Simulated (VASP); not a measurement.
# Ta2N (P-3m1) in VASP: further runs

The runs below take Ta2N through relaxation of cell and atoms, single point, relaxation of the atoms, electrostatic potential, with LDA, PBEsol.

All numbers are computed with VASP 6.6.1; they aren't measurements. Logs are shortened: lines on timing, memory, paths and dates and some standing lists are left out, and cuts for length are marked.

### 1 The structure

Symmetry: P-3m1, No. 164, trigonal system. Conventional cell: a = 3.113 Å, b = 3.113 Å, c = 4.870 Å, α = 90.00°, β = 90.00°, γ = 120.00°. Around Ta (site symmetry 3m) lie 3 N at 2.18 Å. N (site symmetry -3m) is surrounded by 6 Ta at 2.18 Å.

The cell comes from a database or a generator and needn't be the stable form of this composition.

### 2 Relaxation of cell and atoms, LDA

INCAR

```
  ALGO = Fast
  EDIFF = 1E-6
  EDIFFG = -0.01
  ENCUT = 600
  IBRION = 2
  ISIF = 3
  ISMEAR = -1
  LASPH = T
  LCHARG = F
  LREAL = F
  LWAVE = F
  NELM = 80
  NSW = 60
  PREC = Accurate
  SIGMA = 0.05
```

KPOINTS

```
k-points
0
Gamma
  8 8 6
```

POSCAR

```
Ta2N
1.0
    3.1128615060      0.0000000000      0.0000000000
   -1.5564307530      2.6958171426      0.0000000000
    0.0000000000      0.0000000000      4.8698410000
Ta N
2 1
Direct
    0.3333333333      0.6666666667      0.2547110000
    0.6666666667      0.3333333333      0.7452890000
    0.0000000000      0.0000000000      0.0000000000
```

Potentials or basis: VASP PAW LDA potentials, release 64 (Ta_pv, N).

Command:

```sh
$ cat potpaw_LDA.64/Ta_pv/POTCAR potpaw_LDA.64/N/POTCAR > POTCAR
$ mpirun -np 1 vasp_std > vasp.out
```

OUTCAR:

```text
EDIFF = 1E-6
   EDIFFG = -0.01
   ENCUT = 600
   IBRION = 2
   ISIF = 3
   ISMEAR = -1
   LASPH = T
   LREAL = F
   NELM = 80
   NSW = 60
   PREC = Accurate

 ion  position               nearest neighbor table
   1  0.333  0.667  0.255-   3 2.18   3 2.18   3 2.18   2 2.99   2 2.99   2 2.99   2 3.06   2 3.06
                             2 3.06
   2  0.667  0.333  0.745-   3 2.18   3 2.18   3 2.18   1 2.99   1 2.99   1 2.99   1 3.06   1 3.06
                             1 3.06
   3  0.000  0.000  0.000-   1 2.18   2 2.18   1 2.18   2 2.18   2 2.18   1 2.18

  LATTYP: Found a hexagonal cell.
 ALAT       =     3.1128615060
 C/A-ratio  =     1.5644258476

  Lattice vectors:

 A1 = (   3.1128615060,   0.0000000000,   0.0000000000)
 A2 = (  -1.5564307530,   2.6958171426,   0.0000000000)
 A3 = (   0.0000000000,   0.0000000000,   4.8698410000)

Analysis of symmetry for initial positions (statically):
=====================================================================
 Subroutine PRICEL returns:
 Original cell was already a primitive cell.

 Routine SETGRP: Setting up the symmetry group for a
 hexagonal supercell.

 Subroutine GETGRP returns: Found 12 space group operations
 (whereof 12 operations were pure point group operations)
 out of a pool of 24 trial point group operations.

The static configuration has the point symmetry D_3d.

Analysis of symmetry for dynamics (positions and initial velocities):
=====================================================================
 Subroutine PRICEL returns:
 Original cell was already a primitive cell.

 Routine SETGRP: Setting up the symmetry group for a
 hexagonal supercell.

 Subroutine GETGRP returns: Found 12 space group operations
 (whereof 12 operations were pure point group operations)
 out of a pool of 24 trial point group operations.

The dynamic configuration has the point symmetry D_3d.

 Subroutine INISYM returns: Found 12 space group operations
 (whereof 12 operations are pure point group operations),
 and found     1 'primitive' translations

----------------------------------------------------------------------------------------

                                     Primitive cell

  volume of cell :      40.8663

  direct lattice vectors                    reciprocal lattice vectors
     3.112861506  0.000000000  0.000000000     0.321247829  0.185472520  0.000000000
    -1.556430753  2.695817143  0.000000000     0.000000000  0.370945041  0.000000000
     0.000000000  0.000000000  4.869841000     0.000000000  0.000000000  0.205345513

  length of vectors
     3.112861506  3.112861506  4.869841000     0.370945041  0.370945041  0.205345513

  position of ions in fractional coordinates (direct lattice)
     0.333333333  0.666666667  0.254711000
     0.666666667  0.333333333  0.745289000
     0.000000000  0.000000000  0.000000000

  ion indices of the primitive-cell ions
   primitive index   ion index
                 1           1
                 2           2
                 3           3

----------------------------------------------------------------------------------------

 KPOINTS: k-points

Automatic generation of k-mesh.
 Grid dimensions read from file:
 generate k-points for:    8    8    6

 Generating k-lattice:

  Cartesian coordinates                     Fractional coordinates (reciprocal lattice)
     0.040155979  0.023184065  0.000000000     0.125000000  0.000000000  0.000000000
     0.000000000  0.046368130  0.000000000     0.000000000  0.125000000  0.000000000
     0.000000000  0.000000000  0.034224252     0.000000000  0.000000000  0.166666667

  Length of vectors
     0.046368130  0.046368130  0.034224252

  Shift w.r.t. Gamma in fractional coordinates (k-lattice)
     0.000000000  0.000000000  0.000000000

 Subroutine IBZKPT returns following result:
 ===========================================

 Found     50 irreducible k-points:

 Following reciprocal coordinates:
            Coordinates               Weight
  0.000000  0.000000  0.000000      1.000000
  0.125000  0.000000  0.000000      6.000000
  0.250000  0.000000  0.000000      6.000000
  0.375000  0.000000  0.000000      6.000000
  0.500000  0.000000  0.000000      3.000000
  0.125000  0.125000  0.000000      6.000000
[... 16 lines left out ...]
 -0.125000  0.500000  0.166667     12.000000
  0.250000  0.250000  0.166667     12.000000
 [... further k-points ...]
   k-points           NKPTS =     50   k-points in BZ     NKDIM =     50   number of bands    NBANDS=     17
   number of dos      NEDOS =    301   number of ions     NIONS =      3
   total plane-waves  NPLWV =  31360
   dimension x,y,z NGX =    28 NGY =   28 NGZ =   40
   dimension x,y,z NGXF=    56 NGYF=   56 NGZF=   80
   ions per type =               2   1
   NGX,Y,Z   is equivalent  to a cutoff of  14.95, 14.95, 13.66 a.u.
   NGXF,Y,Z  is equivalent  to a cutoff of  29.91, 29.91, 27.31 a.u.
 SYSTEM =  unknown system
   PREC   = accura    normal or accurate (medium, high low for compatibility)
   ISTART =      0    job   : 0-new  1-cont  2-samecut
   ICHARG =      2    charge: 1-file 2-atom 10-const
   ISPIN  =      1    spin polarized calculation?
   LNONCOLLINEAR =      F non collinear calculations
   LSORBIT =      F    spin-orbit coupling
   LASPH  =      T    aspherical Exc in radial PAW
   ENCUT  =  600.0 eV  44.10 Ry    6.64 a.u.   6.22  6.22  9.73*2*pi/ulx,y,z
   NELM   =     80;   NELMIN=  2; NELMDL= -5     # of ELM steps
   EDIFF  = 0.1E-05   stopping-criterion for ELM
   LREAL  =      F    real-space projection
   EDIFFG = -.1E-01   stopping-criterion for IOM
   NSW    =     60    number of steps for IOM
   IBRION =      2    ionic relax: 0-MD 1-quasi-New 2-CG
   NFREE  =      1    steps in history (QN), initial steepest desc. (CG)
   ISIF   =      3    stress and relaxation
   ISYM   =      2    0-nonsym 1-usesym 2-fastsym
   POTIM  = 0.5000    time-step for ionic-motion
   TEBEG  =    0.0;   TEEND  =   0.0 temperature during run
   PSTRESS=    0.0 pullay stress
   NELECT =      27.0000    total number of electrons
   NUPDOWN=      -1.0000    fix difference up-down
   EMIN   =  10.00;   EMAX   =-10.00  energy-range for DOS
   EFERMI =   0.00;   METHOD = LEGACY
   ISMEAR =    -1;   SIGMA  =   0.05  broadening in eV -4-tet -1-fermi 0-gaus
   EFERMI_NEDOS =   21; number of points for ismear=-14 and -15
   IALGO  =     68    algorithm
   IMIX   =      4    mixing-type and parameters
     AMIX     =   0.40;   BMIX     =  1.00
     AMIX_MAG =   1.60;   BMIX_MAG =  1.00
  volume/ion in A,a.u.               =      13.62        91.93
  Fermi-wavevector in a.u.,A,eV,Ry     =   1.425852  2.694469 27.661374  2.033054
  Thomas-Fermi vector in A             =   2.546192
   LORBIT       =      0    0 simple, 1 ext, 2 COOP (PROOUT), +10 PAW based schemes
   GGA     = CA    functional components
   LHFCALC =     F    Hartree Fock is set to
   AEXX    =    0.0000 exact exchange contribution
   IVDW    =     0    specifies the selected vdW correction
   LEPSILON=     F    determine dielectric tensor
   LRPA    =     F    only Hartree local field effects (RPA)
 conjugate gradient relaxation of ions
 non-spin polarized calculation
 RMM-DIIS sequential band-by-band and
  energy-cutoff  :      600.00
  volume of cell :       40.87
 maximum number of plane-waves:      1387
 NGX is ok and might be reduce to    28
   NGX = 13   NGY = 13   NGZ = 19

--------------------------------------- Ionic step        1  -------------------------------------------

 number of electron      26.9999999 magnetization

 Free energy of the ion-electron system (eV)
  ---------------------------------------------------
  ext. energy  EPLUGINS =         0.00000000
  ---------------------------------------------------
  free energy    TOTEN  =       -37.57056546 eV

  energy without entropy =      -37.56035084  energy(sigma->0) =      -37.56545815

------------------------ aborting loop because EDIFF is reached ----------------------------------------

  FORCE on cell =-STRESS in cart. coord.  units (eV):
  Direction    XX          YY          ZZ          XY          YZ          ZX
  --------------------------------------------------------------------------------------
  -------------------------------------------------------------------------------------
  Total       -3.3681991     -3.3681991     -3.4110144      0.0000000      0.0000000     -0.0000000
  in kB     -132.0514944   -132.0514944   -133.7300847      0.0000000      0.0000000     -0.0000000
  external PRESSURE =    -132.6110245 kB  Pullay stress =       0.0000000 kB
[... 92 lines left out ...]
  FREE ENERGIE OF THE ION-ELECTRON SYSTEM (eV)
  ---------------------------------------------------
  free  energy   TOTEN  =       -37.6523137503 eV

  energy  without entropy=      -37.6429775566  energy(sigma->0) =      -37.64764565

[... ionic steps 4 to 8 ...]

--------------------------------------- Ionic step        9  -------------------------------------------

 number of electron      26.9999999 magnetization

------------------------ aborting loop because EDIFF is reached ----------------------------------------

  FORCE on cell =-STRESS in cart. coord.  units (eV):
  Direction    XX          YY          ZZ          XY          YZ          ZX
  --------------------------------------------------------------------------------------
  -------------------------------------------------------------------------------------
  Total       -0.0662928     -0.0662928     -0.1860493      0.0000000      0.0000000     -0.0000000
  in kB       -2.7103572     -2.7103572     -7.6065534      0.0000000      0.0000000     -0.0000000
  external PRESSURE =      -4.3424226 kB  Pullay stress =       0.0000000 kB
[... 59 lines left out ...]
  energy  without entropy=      -37.6459041683  energy(sigma->0) =      -37.65020094

--------------------------------------- Ionic step       11  -------------------------------------------

 number of electron      26.9999999 magnetization

 Free energy of the ion-electron system (eV)
  ---------------------------------------------------
  ext. energy  EPLUGINS =         0.00000000
  ---------------------------------------------------
  free energy    TOTEN  =       -37.65462912 eV

  energy without entropy =      -37.64583277  energy(sigma->0) =      -37.65023094

 E-fermi :   7.7552     XC(G=0): -13.2649

 val. band max:        7.7032636985   @ k =   0.5000   0.0000   0.5000
 cond. band min:       7.7812239332   @ k =   0.2500   0.0000   0.5000
 fundamental gap:      0.0779602348
 Fermi energy:         7.7551633568

 k-point     1 :       0.0000    0.0000    0.0000
  band No.  band energies     occupation
      1     -27.7758      2.00000
      2     -26.9230      2.00000
      3     -26.9230      2.00000
      4     -26.7709      2.00000
      5     -26.7709      2.00000
      6     -26.6148      2.00000
[... 9 lines left out ...]
     16       7.9156      0.07766
     17       8.1600      0.00061
[... 443 lines left out ...]
      1     -27.5479      2.00000
      2     -27.4625      2.00000
      3     -27.2254      2.00000
      4     -27.1401      2.00000
      5     -27.0232      2.00000
      6     -26.8460      2.00000
[... 9 lines left out ...]
     16      10.2157      0.00000
     17      11.0379      0.00000

 [... further k-points ...]

------------------------ aborting loop because EDIFF is reached ----------------------------------------

  FORCE on cell =-STRESS in cart. coord.  units (eV):
  Direction    XX          YY          ZZ          XY          YZ          ZX
  --------------------------------------------------------------------------------------
  -------------------------------------------------------------------------------------
  Total       -0.0091300     -0.0091300      0.0106972      0.0000000      0.0000000      0.0000000
  in kB       -0.3736826     -0.3736826      0.4378235      0.0000000      0.0000000      0.0000000
  external PRESSURE =      -0.1031806 kB  Pullay stress =       0.0000000 kB
[... 18 lines left out ...]
  FREE ENERGIE OF THE ION-ELECTRON SYSTEM (eV)
  ---------------------------------------------------
  free  energy   TOTEN  =       -37.6546291216 eV

  energy  without entropy=      -37.6458327675  energy(sigma->0) =      -37.65023094

 reached required accuracy - stopping structural energy minimisation
```

Run time: 4.9 min. Hardware: 1 thread of Intel Xeon Platinum 8259CL at 2.50GHz (Skylake/Cascade Lake), shared host; peak memory 0.19 GiB.

What came out:

```yaml
Free_energy: -37.6546 eV
Relaxed_volume: 13.05 Å³/atom
Relaxed_cell: a = 3.079 Å, b = 3.079 Å, c = 4.769 Å, α = 90.00°, β = 90.00°, γ = 120.00°
Space_group_after_relaxing_to_0.05_Å: P-3m1 (No. 164)
Energy_gained_by_relaxing: 28.0 meV/atom
Ionic_steps: 11
Pressure_after_relaxing: 0.0 GPa
Largest_force_after_relaxing: 0.003 eV/Å
Band_gap_on_the_k_mesh: none (metal or under the smearing width)
```

Forces in eV/Å, atoms in the order of the input:
```
Ta   0.000  0.000 -0.003
Ta   0.000  0.000  0.003
N    0.000  0.000  0.000
```

Step by step:
```tsv
step	energy change (eV)	largest force (eV/Å)	pressure (GPa)	volume (Å³)
1	0.0000	0.5064	-13.26	40.87
2	0.5958	1.5297	52.17	34.55
3	-0.0817	0.1460	-0.62	39.12
4	-0.0820	0.1252	0.04	39.04
5	-0.0819	0.1162	0.38	39.01
6	-0.0831	0.0424	0.35	39.05
7	-0.0836	0.0440	0.34	39.10
8	-0.0836	0.0240	-1.12	39.28
9	-0.0839	0.0087	-0.43	39.19
10	-0.0839	0.0151	0.27	39.11
11	-0.0841	0.0033	-0.01	39.15
```

Final structure:
```yaml
crystal:
  lattice:
    - [3.07877, 0.00000, 0.00000]
    - [-1.53938, 2.66629, 0.00000]
    - [0.00000, 0.00000, 4.76866]
  atoms:
    - { symbol: Ta, position: [0.33333, 0.66667, 0.25116] }
    - { symbol: Ta, position: [0.66667, 0.33333, 0.74884] }
    - { symbol: N, position: [0.00000, 0.00000, 0.00000] }
```

Spin-orbit coupling is left out, which matters for the levels of Ta.

### 3 Single point, PBEsol

INCAR

```
SYSTEM = Ta2N
PREC = Accurate
ENCUT = 520
EDIFF = 1E-7
ISMEAR = 0
SIGMA = 0.05
LREAL = .FALSE.
LASPH = .TRUE.
NELM = 80
ALGO = Normal
ISIF = 2
LWAVE = .FALSE.
LCHARG = .TRUE.
GGA = PS
LELF = .TRUE.
LVHAR = .TRUE.
NBANDS = 20
```

KPOINTS

```
Automatic mesh
0
G
  10 10 6
  0 0 0
```

POSCAR

```
Ta2N
3.1129
    0.999987634039      0.000000000000      0.000000000000
   -0.499993817019      0.866014694529      0.000000000000
    0.000000000000      0.000000000000      1.564406501976
Ta N
2 1
Direct
    0.3333333333      0.6666666667      0.2547110000
    0.6666666667      0.3333333333      0.7452890000
    0.0000000000      0.0000000000      0.0000000000
```

Potentials or basis: VASP PAW PBE potentials, release 64 (Ta_pv, N).

Command:

```sh
$ cat potpaw_PBE.64/Ta_pv/POTCAR potpaw_PBE.64/N/POTCAR > POTCAR
$ mpirun -np 1 vasp_std > vasp.out
```

Run time: 21 s. Hardware: 1 thread of Intel Xeon 6975P-C (Granite Rapids), shared host; peak memory 0.19 GiB.

It converged, with:

```
Free energy            : -36.4534 eV
Pressure               : -8.7 GPa
Largest force          : 0.237 eV/Å
Band gap on the k mesh : none (metal or under the smearing width)
```

Forces in eV/Å, atoms in the order of the input:
```
Ta   0.000  0.000 -0.237
Ta   0.000  0.000  0.237
N    0.000  0.000  0.000
```

Stress tensor (GPa, compression positive):
```
-8.93  0.00  0.00
 0.00 -8.93  0.00
 0.00  0.00 -8.17
```

Levels at points of the mesh, in eV from the Fermi level:
```
           k point  band 11  band 12  band 13  band 14  band 15  band 16  band 17  band 18
(0.00, 0.00, 0.00)    -4.93    -0.67    -0.24    -0.24     0.26     0.26     0.31     1.16
(0.50, 0.00, 0.00)    -4.54    -2.59    -1.35     1.77     1.89     3.70     3.97     4.22
(0.00, 0.00, 0.50)    -2.85    -2.62    -1.12    -1.12     1.80     1.91     2.27     2.27
(0.50, 0.00, 0.50)    -3.28    -2.13    -2.10    -0.25     0.72     3.27     3.52     3.99
```

Caveat: the PAW data sets were made with another functional, which shifts forces and pressure a little.

[end of part 1 of 2]
